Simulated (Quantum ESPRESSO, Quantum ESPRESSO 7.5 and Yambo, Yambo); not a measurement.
## How the form of the self-energy moves the gap of GaP (F-43m)

Aim: compare treatments of exchange, screening and correlation for the gap of GaP (F-43m).

Main program and level: Quantum ESPRESSO 7.5 and Yambo 5.3.0; PBE and many-body steps on it, plane waves.

**Experimental background.**

- Gap 2.25 ± 0.04 eV: optical gap from Tauc plot (fundamental, indirect); spectroscopic ellipsometry, Tauc-Lorentz fit and Tauc plot; 300 K; film (GaP layer on Si reference sample) on Si (“Assessment of GaPSb/Si tandem material association properties for photoelectrochemical cells”, 2020, arxiv:2002.02774).

## 1. Starting point

The structure is cubic, space group F-43m (No. 216). Conventional cell: a = 5.450 Å, b = 5.450 Å, c = 5.450 Å, α = 90.00°, β = 90.00°, γ = 90.00°. Nearest to Ga lie 4 P at 2.36 Å. Nearest to P lie 4 Ga at 2.36 Å. Farther neighbours are not listed.

The cell and positions come from the Crystallography Open Database and are kept as given unless a step says otherwise.

## 2. Empty states on the mesh, 6×6×6 mesh, 268 bands

This step: Quantum ESPRESSO 7.5; DFT, PBE, plane waves, norm-conserving pseudopotentials.

The sums over transitions need many empty states on a uniform mesh; this step solves for them.

pw.in

```
&control
  calculation = 'nscf'
  prefix = 'x'
  outdir = 'o'
  pseudo_dir = 'pseudo'
/
&system
  ibrav = 0
  nat = 2
  ntyp = 2
  ecutwfc = 72.0
  nbnd = 268
  force_symmorphic = .true.
/
&electrons
  conv_thr = 1e-9
  electron_maxstep = 80
  diago_full_acc = .true.
  diago_thr_init = 5e-6
/
ATOMIC_SPECIES
  Ga 69.723 Ga.upf
  P 30.974 P.upf
CELL_PARAMETERS angstrom
  0.0000000000 2.7252500000 2.7252500000
  2.7252500000 0.0000000000 2.7252500000
  2.7252500000 2.7252500000 0.0000000000
ATOMIC_POSITIONS crystal
  Ga 0.0000000000 0.0000000000 0.0000000000
  P 0.2500000000 0.2500000000 0.2500000000
K_POINTS automatic
  6 6 6 0 0 0
```

Launch:

```sh
OMP_NUM_THREADS=1 mpirun -n 4 pw.x -nk 4 -in pw.in > pw.out
```

The program printed:

```text
Program PWSCF v.7.5 starts

     This program is part of the open-source Quantum ESPRESSO suite
     for quantum simulation of materials; please cite
         "P. Giannozzi et al., J. Phys.:Condens. Matter 21 395502 (2009);
         "P. Giannozzi et al., J. Phys.:Condens. Matter 29 465901 (2017);
         "P. Giannozzi et al., J. Chem. Phys. 152 154105 (2020);
     in publications or presentations arising from this work. More details at

     Atomic positions and unit cell read from directory:
     o/x.save/

     Message from routine setup:
[...]
76.9712  79.6905  79.8352  80.8653  80.8653  81.0900  82.4248  83.2170
     [... 22 further rows ...]
   188.2811 188.4097 189.2828 189.2828 189.7690 190.6614 190.6614 190.8924
   193.2193 193.2193 193.7649 194.0649

          k =-0.3536-0.3536 0.3536 (  2824 PWs)   bands (ev):

     [... further k-points ...]

     highest occupied, lowest unoccupied level (ev):     7.6196    9.2722

     XML data file, pseudopotentials, collected wavefunctions

=------------------------------------------------------------------------------=
   JOB DONE.
=------------------------------------------------------------------------------=
```

Wall time 35 s (4 MPI ranks of Arm Neoverse V1, shared host); peak memory 0.47 GiB.

This step gave:

| Item | Value |
| --- | --- |
| gap | 1.653 eV |
| k of the valence top | 0, 0, 0 |
| k of the conduction bottom | 0, -0.5, -0.5 |
| least direct gap | 1.817 eV |
| k points computed | 16 |
| lowest point of the top converged band, above the valence top | 183.3216 eV |

On this mesh the gap is 1.653 eV.

The density comes from a self-consistent run that is not shown.

## 3. Conversion and set-up

This step: Yambo 5.3.0; conversion and set-up on PBE, plane waves, norm-conserving pseudopotentials.

The states are converted to the many-body program's format and the q mesh is built.

Launch:

```sh
(cd o/x.save; p2y > p2y.log; mv SAVE ../..); yambo > setup.log
```

The program printed:

```text
 Yambo, version 5.3.0

 [02] CORE Variables Setup
 =========================

  [02.01] Unit cells
  ==================

  Cell kind             :  FCC
  Atoms in the cell     :  Ga  P
  number of Ga atoms    :  1
  number of P  atoms    :  1

  List of atomic masses
  Mass of Ga    :  69.72300
  Mass of P     :  30.97400

  List of atomic coordinates    : [cc]
  Ga1       :  0.000000  0.000000  0.000000  order 1
  P1       :  2.574988  2.574988  2.574988  order 2

  Alat factors          :  5.149976  5.149976  5.149976 [a.u.]
  Direct lattice volume :  273.1780 [a.u.]
[...]
Q [ 1]         [rlu]:  0.000000  0.000000  0.000000
 Q [ 2]         [rlu]:  0.25176E-17  0.25176E-17  0.16667
 Q [ 3]         [rlu]:  0.50351E-17  0.50351E-17  0.33333
[...]
Q [ 8]         [rlu]:  0.51853E-17  0.16667     -0.33333
 Q [ 9]         [rlu]: -0.32791E-16  0.16667     -0.16667
 Q [10]         [rlu]:  0.25050E-16  0.33333      0.33333
     [... 4 further rows ...]
 Q [15]         [rlu]:  0.166667  0.333333 -0.333333
 Q [16]         [rlu]:  0.166667 -0.500000 -0.333333

  [03.01] X indexes
  =================

   [03.01.01] Sigma indexes
   ========================

 [06] Game Over & Game summary
```

It took 2.8 s on 1 MPI rank; peak memory 0.24 GiB.

## 4. G0W0, Godby-Needs plasmon pole

Now the one-shot GW correction: screening in the RPA, then the self-energy of the levels asked for.

This step: G0W0 on PBE, plane waves, norm-conserving pseudopotentials.

gw2.in

```
HF_and_locXC
gw0
dyson
ppa
em1d
rim_cut
RandQpts= 1000000
RandGvec= 1 RL
EXXRLvcs= 72 Ry
VXCRLvcs= 288 Ry
Chimod= "HARTREE"
% BndsRnXp
 1 | 115 |
%
NGsBlkXp= 10.5 Ry
% LongDrXp
 1 | 1 | 1 |
%
% GbndRnge
 1 | 115 |
%
DysSolver= "n"
ExtendOut
PPAPntXp= 27.21138 eV
% QPkrange
 1 | 1 | 8 | 11 |
 13 | 13 | 8 | 11 |
%
```

Launch:

```sh
OMP_NUM_THREADS=1 mpirun -n 4 yambo -F gw2.in -J gw2 -C gw2 > gw2.log
```

The program printed:

```text
 Yambo, version 5.3.0

 [02] CORE Variables Setup
 =========================

  [... cell, symmetries and grids as in the set-up ...]

  [02.05] Energies & Occupations
  ==============================

  [X] === General ===
  [X] Electronic Temperature                        :  0.000000  0.000000 [eV K]
  [X] Bosonic    Temperature                        :  0.000000  0.000000 [eV K]
  [X] Finite Temperature mode                       : no
  [X] El. density                                   :  0.44466E+24 [cm-3]
  [X] Fermi Level                                   :  7.619618 [eV]

  [X] === Gaps and Widths ===
  [X] Conduction Band Min                           :  1.652582 [eV]
  [X] Valence Band Max                              :  0.000000 [eV]
  [X] Filled Bands                                  :   9
  [X] Empty Bands                                   :   10  268
  [X] Direct Gap                                    :  1.816923 [eV]
  [X] Direct Gap localized at k                     :  1
  [X] Indirect Gap                                  :  1.652582 [eV]
  [X] Indirect Gap between kpts                     :   1  13
  [X] Last valence band width                       :  3.261558 [eV]
  [X] 1st conduction band width                     :  2.254772 [eV]

 [03] Transferred momenta grid and indexing
 ==========================================

 IBZ Q-points                                      :  16
 BZ  Q-points                                      :  216

 K/Q-points units:
 rlu = crystal or reduced units; cc = cartesian coordinates; iku = interal k-units

 Q [ 1]         [rlu]:  0.000000  0.000000  0.000000
 Q [ 2]         [rlu]:  0.25176E-17  0.25176E-17  0.16667
 Q [ 3]         [rlu]:  0.50351E-17  0.50351E-17  0.33333
 Q [ 4]         [rlu]:  0.51853E-17  0.51853E-17 -0.50000
 Q [ 5]         [rlu]:  0.12525E-16  0.16667      0.16667
 Q [ 6]         [rlu]:  0.25267E-16  0.16667      0.33333
 Q [ 7]         [rlu]: -0.26970E-17  0.16667      0.50000
 Q [ 8]         [rlu]:  0.51853E-17  0.16667     -0.33333
 Q [ 9]         [rlu]: -0.32791E-16  0.16667     -0.16667
 Q [10]         [rlu]:  0.25050E-16  0.33333      0.33333
     [... 4 further rows ...]
 Q [15]         [rlu]:  0.166667  0.333333 -0.333333
 Q [16]         [rlu]:  0.166667 -0.500000 -0.333333

 [04] Coloumb potential Random Integration (RIM)
 ===============================================

  [04.01] RIM initialization
  ==========================

  * Diagonal components only detected *

  8 x (sBL volume)        :  0.033630 [a.u.]
  sBZ random points       :  1000000
  Points outside the sBZ  :   7968281
  RL volume               :  0.908017 [a.u.]
  Integrated volume       :  0.911631 [a.u.]

  [04.02] RIM integrals
  =====================

  Gamma point sphere radius             :  0.058550 [a.u.]
  Points outside the sphere             :   800476
  [Int_sBZ(q=0) 1/q^2]*(Vol_sBZ)^(-1/3) =:  7.776341
                                 should be <:  7.795600

  Summary of Coulomb integrals for non-metallic bands |Q|[au] RIM/Bare

  Q [1] 0.100000E-4 0.997530 * Q [2] 0.176098 1.068480
  Q [5] 0.203340 1.068537 * Q [9] 0.287567 1.030488
  Q [6] 0.337202 1.023143 * Q [3] 0.352196 1.020326
  Q [10] 0.406681 1.017560 * Q [8] 0.443170 1.014854
  Q [14] 0.454683 1.014341 * Q [7] 0.498080 1.012352
  Q [11] 0.528294 1.011710 * Q [4] 0.528294 1.011454
  Q [12] 0.575133 1.010544 * Q [15] 0.601489 1.009943
  Q [13] 0.610021 1.009481 * Q [16] 0.643018 1.008827

 [WARNING] [Xp] User bands 1-115 break level degeneracy

 [05] Dipoles
 ============

  [05.01] Setup: observables and procedures
  =========================================

 [06] Dynamic Dielectric Matrix (PPA)
 ====================================

 [WR./gw2//ndb.pp]---------------------------------------------------------------
  Brillouin Zone Q/K grids (IBZ/BZ)                :   16  216   16  216
  RL vectors                                       :   3647 [WF]
  Coulomb cutoff potential                         : none
  Electronic Temperature                           :  0.000000 [K]
  Bosonic    Temperature                           :  0.000000 [K]
  PPA    diel. fun.  energies                      : Perdew, Burke & Ernzerhof(X)+Perdew, Burke & Ernzerhof(C)
  wavefunctions                                    : Perdew, Burke & Ernzerhof(X)+Perdew, Burke & Ernzerhof(C)
  Global Gauge                                     : length
  X matrix size                                    :  169
  X band range                                     :    1  115
  X e/h energy range                               : -1.000000 -1.000000 [eV]
  X Time ordering                                  : R
  X Hxc Kernel                                     : HARTREE
  X Drude frequency                                :  0.000000  0.000000
  X poles                                          :  100.0000 [o/o]
  RL vectors in the sum                            :   3647
  [r,Vnl] included                                 : yes
  Field direction                                  :  0.577350E-5  0.577350E-5  0.577350E-5
  BZ energy Double Grid                            : no
  BZ energy DbGd points                            : 0
  BZ Q point size factor                           : -1.000000
  X Optical Averaged directions                    : none

 [07] Local Exchange-Correlation + Non-Local Fock
 ================================================

 [VXC] Plane waves :  22419
 [EXS] Plane waves :  2837

 QP @ state[ 1 ] K range:  1  1
 QP @ state[ 1 ] b range:   8  11
 QP @ state[ 2 ] K range:  13  13
 QP @ state[ 2 ] b range:   8  11

 [xc] Functional : Perdew, Burke & Ernzerhof(X)+Perdew, Burke & Ernzerhof(C)
 [xc] LIBXC used to calculate xc functional
  PP Number of Atomic Species                      :  2
  NLCC RL compoments                               :  22419
  PP Number of Atomic Species                      :  2
  NLCC RL compoments                               :  22419

 [xc] E_xc :  -10.80444 [Ha]
      E_xc :  -21.60888 [Ry]

  Local XC kind (lXC) : Perdew, Burke & Ernzerhof(X)+Perdew, Burke & Ernzerhof(C)
  Non-Local XC kind (nlXC) : Hartree-Fock

  Corrections @ K [1] :  [eV]
 <8|nlXC|8> = -14.39071  0.11463E-16 <8|lXC|8> = -12.82108  0.70806E-16
 <9|nlXC|9> = -14.39072 -0.19389E-17 <9|lXC|9> = -12.82108  0.000000
 <10|nlXC|10> = -8.269671 -0.21756E-17 <10|lXC|10> = -12.31178  0.000000
 <11|nlXC|11> = -6.935920  0.25130E-18 <11|lXC|11> = -10.87053 -0.28323E-15

  Corrections @ K [13] :  [eV]
 <8|nlXC|8> = -14.58555  0.92692E-18 <8|lXC|8> = -11.50137 -0.47204E-16
 <9|nlXC|9> = -14.58554 -0.81921E-17 <9|lXC|9> = -11.50137 -0.47204E-16
 <10|nlXC|10> = -5.692731 -0.13152E-17 <10|lXC|10> = -9.381860  0.10031E-15
 <11|nlXC|11> = -6.588212 -0.23024E-17 <11|lXC|11> = -10.53001  0.19914E-16

 [08] Dyson equation: Newton solver
 ==================================

  [08.01] G0W0 (W PPA)
  ====================

  [  GW  ] Bands range     :    1  115
  [GW/PPA] G damping       :  0.100000 [eV]

  QP @ state[ 1 ] K range:  1  1
  QP @ state[ 1 ] b range:   8  11
  QP @ state[ 2 ] K range:  13  13
  QP @ state[ 2 ] b range:   8  11

   Sc/G bands                                       :    1  115
   Sc/G damping                                     :  0.100000 ev
   Sc bands terminator                              : no
   Sx RL components                                 :  2837

   QP @ state[ 1 ] K range                          :  1  1
   QP @ state[ 1 ] b range                          :   8  11
   QP @ state[ 2 ] K range                          :  13  13
   QP @ state[ 2 ] b range                          :   8  11
   GF energies kind                                 : Perdew, Burke & Ernzerhof(X)+Perdew, Burke & Ernzerhof(C)
   GF WF`s kind                                     : Perdew, Burke & Ernzerhof(X)+Perdew, Burke & Ernzerhof(C)
   Xs energies kind                                 : Perdew, Burke & Ernzerhof(X)+Perdew, Burke & Ernzerhof(C)
   Xs WF`s kind                                     : Perdew, Burke & Ernzerhof(X)+Perdew, Burke & Ernzerhof(C)

 [11] Game Over & Game summary
```

Run time: 4.4 min. Hardware: 4 MPI ranks; peak memory 1.6 GiB.

Numbers from this step:

```
G0W0 gap on the points computed              : 2.183 eV
starting gap on the mesh                     : 1.653 eV
k of the valence top                         : 0, 0, 0
k of the conduction bottom                   : 0, -0.5, -0.5
least direct G0W0 gap on the computed points : 2.342 eV
Z at the valence top                         : 0.7845
Z at the conduction bottom                   : 0.8084
```

The gap on the mesh goes from 1.65 eV to 2.18 eV, a correction of +0.53 eV.

(Continued in part 2 of 2.)

[Paths, hosts, dates, memory and timing lines, banners, echoed tables and standing remarks are left out of the program output.]

[Logs are printed without paths, hosts, clocks, repeated set-up lines and the standing remarks that a program may print on its own settings, such as how far it seeks lower states.]

[Runs of the session that timed out or met a known fault of the program may be left out.]

[Hosts, paths, dates, database ids (printed as entryN), source tags and the programs' standing remarks are cut or masked in the printed files.]
